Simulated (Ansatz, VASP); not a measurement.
One calculation of BN, two programs

```
B N
1.0
     0.00000   -1.81239   -1.83650
    -1.83650    0.00000   -1.83650
     1.83650    1.81239   -3.67300
B N
2 2
Direct
  0.00000 0.00000 0.00000
  0.50000 0.50000 0.50000
  0.37500 0.37500 0.87500
  0.87500 0.87500 0.37500
```

Change from the starting cell: mode 4 frozen in at +0.000 Å, equal normal strain along x and y +0.0133.

Alike in both runs: task single point; functional PBE; k mesh 6 × 6 × 6; occupations gaussian, width 0.05 eV; no spin polarisation.

|  | VASP | Ansatz |
| --- | --- | --- |
| version | VASP 6.6.1 | Ansatz 0.2.0 |
| potentials or method | VASP PAW PBE potentials, release 64 (B, N) | scalar-relativistic, plane waves, PAW |
| plane-wave cutoff (eV) | 520 | 520 |
| valence electrons in the cell | 16 | 16 |

VASP gave:

| Quantity | Value |
| --- | --- |
| gap on the k mesh at the Fermi level (eV) | 4.19 |
| least direct gap on the mesh (eV) | 6.06 |
| pressure (GPa) | -9.2 |
| largest component of the traceless stress (GPa) | 5.15 |

**Question.** Estimate Ansatz's values.

**Answer.** gap on the k mesh at the Fermi level (eV): 4.20; least direct gap on the mesh (eV): 6.07; pressure (GPa): -9.3; largest component of the traceless stress (GPa): 5.14.

The functional is the same, so the differences come from potentials, cutoffs and numerics.

Caveats: the k mesh is coarse (spacing up to 0.48 Å⁻¹), so the values aren't converged. A k mesh can miss the band edges.
